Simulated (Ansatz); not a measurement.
# SiC (Moissanite 6H): the cost of one run

Computed with Ansatz 0.2.0 (DFT, PBE, plane-wave PAW, default files, scalar-relativistic, frozen cores, as far as a step names no other, unless a step's input says otherwise).

The COD entry's cell or inner coordinates are ideal or old and differ from later refinements, so a difference from it is no clean test against experiment.

## Step 1: Starting point

Symmetry: P6_3mc, No. 186, hexagonal system. Conventional cell: a = 3.095 Å, b = 3.095 Å, c = 15.170 Å, α = 90.00°, β = 90.00°, γ = 120.00°. Around Si (site symmetry 3m) lie 4 C at 1.90 Å. Si (site symmetry 3m) has 4 C at 1.89 to 1.90 Å as nearest neighbours. Around C (site symmetry 3m) lie 4 Si at 1.89 to 1.90 Å. Around C (site symmetry 3m) lie 4 Si at 1.90 Å.

Coordinates:

```cif
data_structure
_symmetry_space_group_name_H-M 'P 1'
_symmetry_Int_Tables_number 1
_cell_length_a 3.0950
_cell_length_b 3.0950
_cell_length_c 15.1700
_cell_angle_alpha 90.000
_cell_angle_beta 90.000
_cell_angle_gamma 120.000
_cell_volume 125.85
loop_
_atom_site_label
_atom_site_type_symbol
_atom_site_fract_x
_atom_site_fract_y
_atom_site_fract_z
_atom_site_occupancy
Si1 Si 0.00000 0.00000 0.12505 1
Si2 Si 0.00000 0.00000 0.62505 1
Si3 Si 0.33333 0.66667 0.29183 1
Si4 Si 0.66667 0.33333 0.79183 1
Si5 Si 0.33333 0.66667 0.95832 1
Si6 Si 0.66667 0.33333 0.45832 1
C1 C 0.00000 0.00000 0.99967 1
C2 C 0.00000 0.00000 0.49967 1
C3 C 0.33333 0.66667 0.16683 1
C4 C 0.66667 0.33333 0.66683 1
C5 C 0.33333 0.66667 0.83331 1
C6 C 0.66667 0.33333 0.33331 1
```

The earlier run gave: gap on the mesh 2.03 eV, largest force 0.010 eV/Å, pressure 0.2 GPa.

The printed gradients, by site:

```tsv
site	atoms	first shell	V_zz (10²¹ V/m²)	η	C_Q (MHz)
Si1	1, 2	4 C at 1.90 Å	-0.093	0.00	–
Si3	3, 4	4 C at 1.89–1.90 Å	0.16	0.00	–
Si5	5, 6	4 C at 1.89–1.90 Å	0.20	0.00	–
C7	7, 8	4 Si at 1.89–1.90 Å	0.18	0.00	–
C9	9, 10	4 Si at 1.90 Å	0.036	0.00	–
C11	11, 12	4 Si at 1.89–1.90 Å	<0.01	–	–
```

V_zz is the principal component of the electric field gradient with the largest magnitude, η = (V_xx − V_yy)/V_zz and C_Q = eQV_zz/h. Q values from Pyykkö, Mol. Phys. 116, 1328 (2018). A dash under C_Q marks elements without a common quadrupolar isotope.

## Step 2: A check on settings: scf.n_extra_bands = 16, kpoints.mp_grid.grid = [15, 15, 3], basis.ecutwfc = 450 eV

Contents of input.yaml:

```yaml
crystal:
  lattice:
    - [3.095, 0.0, 0.0]
    - [-1.5475, 2.6803486247, 0.0]
    - [0.0, 0.0, 15.17]
  atoms:
    - { symbol: Si, position: [0.0, 0.0, 0.1250484249] }
    - { symbol: Si, position: [0.0, 0.0, 0.6250484249] }
    - { symbol: Si, position: [0.3333333333, 0.6666666667, 0.2918257749] }
    - { symbol: Si, position: [0.6666666667, 0.3333333333, 0.7918257749] }
    - { symbol: Si, position: [0.3333333333, 0.6666666667, 0.9583152732] }
    - { symbol: Si, position: [0.6666666667, 0.3333333333, 0.4583152732] }
    - { symbol: C, position: [0.0, 0.0, -0.0003283977] }
    - { symbol: C, position: [0.0, 0.0, 0.4996716023] }
    - { symbol: C, position: [0.3333333333, 0.6666666667, 0.1668332769] }
    - { symbol: C, position: [0.6666666667, 0.3333333333, 0.6668332769] }
    - { symbol: C, position: [0.3333333333, 0.6666666667, 0.8333056478] }
    - { symbol: C, position: [0.6666666667, 0.3333333333, 0.3333056478] }
kpoints:
  mp_grid: { grid: [15, 15, 3] }
scf:
  occupations: { method: fermi_dirac, width: 0.02 }
  n_extra_bands: 16
hamiltonian:
  xc: pbe
  pseudopotentials: { kind: paw, frozen_core: stored }
output:
  forces: true
  stress: true
  populations: true
  efg: {}
basis:
  ecutwfc: "450 eV"
```

Launch:

```sh
> ansatz run input.yaml --threads 1 --pin off --max-ram 3072MiB --backend cpu --events-out ev --progress --plain --runs-dir out
```

What time and memory should one allow on 1 thread of AMD EPYC 9R14 (Zen 4), shared host?

About 17 s, with a peak of 0.54 GiB.
